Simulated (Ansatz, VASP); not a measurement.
**One calculation of WS2, two programs**

```
CELL_PARAMETERS angstrom
3.12581 0.00000 0.00000
-1.56290 2.70703 0.00000
0.00000 0.00000 30.08000
ATOMIC_POSITIONS crystal
S 0.66667 0.33333 0.23303
S 0.66667 0.33333 0.33678
W 0.33333 0.66667 0.28491
```

Alike in both runs: functional LDA; k mesh 12 × 12 × 1; occupations gaussian, width 0.03 eV; no spin polarisation.

Ansatz relaxed the structure, and its values are those at the end. VASP's run is a single point on that final structure, the one shown.

|  | VASP | Ansatz |
| --- | --- | --- |
| version | VASP 6.6.1 | Ansatz 0.2.0 |
| potentials or method | VASP PAW LDA potentials, release 64 (S, W_sv) | scalar-relativistic, plane waves, PAW |
| plane-wave cutoff (eV) | 520 | 420 |
| valence electrons in the cell | 26 | 26 |

Ansatz gave:

- gap on the k mesh at the Fermi level (eV): 1.99
- least direct gap on the mesh (eV): 1.99
- rms of the force components (eV/Å): 0.001

Q: What did VASP give for the same quantities?

A: gap on the k mesh at the Fermi level (eV): 2.00; least direct gap on the mesh (eV): 2.00; rms of the force components (eV/Å): 0.023.

Ansatz warned: «pseudo_functional_mismatch».

Caveats: spin-orbit coupling is left out, which moves the levels of the heavy elements.
